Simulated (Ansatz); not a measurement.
Write the native input for Ansatz 0.2.0 that does the following.

| Property | Result |
| --- | --- |
| Task | projected density of states |
| Functional | PBEsol |
| Potentials or basis | Ansatz PAW |
| Cutoff | 420 eV (not typed: the program's choice for these potentials) |
| k mesh | 9 × 9 × 9 |
| Occupations | fermi-dirac, width 0.05 eV |
| Spin | collinear spin, ferromagnetic start |
| Starting moments | [1.0, 0.0, 0.0] μB |
| Hubbard terms | Ni d U = 2 eV |
| Hubbard projectors | ortho-atomic (the default) |
| Double counting | fll (the default) |

The system is Si2Ni.

```
Ni Si
1.0
     0.00000    2.70300    2.70300
     2.70300    0.00000    2.70300
     2.70300    2.70300    0.00000
Ni Si
1 2
Direct
  0.00000 0.00000 0.00000
  0.75000 0.75000 0.75000
  0.25000 0.25000 0.25000
```

These files were run (other wordings do the same):

input.yaml

```yaml
crystal:
  lattice:
    - [0.0, 2.703, 2.703]
    - [2.703, 0.0, 2.703]
    - [2.703, 2.703, 0.0]
  atoms:
    - { symbol: Ni, position: [0.0, 0.0, 0.0], spin: 1.0 }
    - { symbol: Si, position: [0.75, 0.75, 0.75] }
    - { symbol: Si, position: [0.25, 0.25, 0.25] }
hamiltonian:
  xc: pbesol
  pseudopotentials: { kind: paw }
  hubbard: { sites: [{ species: Ni, l: d, u_eff: 2.0 }] }
magnetization:
  spin_polarized: true
kpoints:
  mp_grid: { grid: [9, 9, 9] }
scf:
  occupations: { method: fermi_dirac, width: 0.05 }
  n_extra_bands: 7
output:
  forces: true
  stress: true
  eigenvalues: true
  dos: { projected: true, de: 0.05, nscf_kmesh: { grid: [14, 14, 14] } }
```

Potentials or basis: Ansatz PAW.

Run with:

```console
$ ansatz run input.yaml --threads 2 --pin off --max-ram 5632MiB --backend cpu --events-out ev --progress --plain --runs-dir out
```

Results of the run:

```
Pressure                             : -1.1 GPa
Band gap on the k mesh               : none (metal or under the smearing width)
Net moment                           : 0.00 μB per cell
Absolute moment                      : 0.00 μB per cell
Density of states at the Fermi level : 0.85 states/eV per cell
```

Caveat: the magnetic or orbital state may not be the lowest; the PAW data sets come from PBE, with cores solved anew for the run's functional, which leaves a small shift of forces and pressure; the U is typed as a test and isn't derived for this compound; the starting moments weren't kept.

Wall time 12 s on 2 threads of Arm Neoverse N1, with other jobs on the host, peak memory 0.36 GiB.
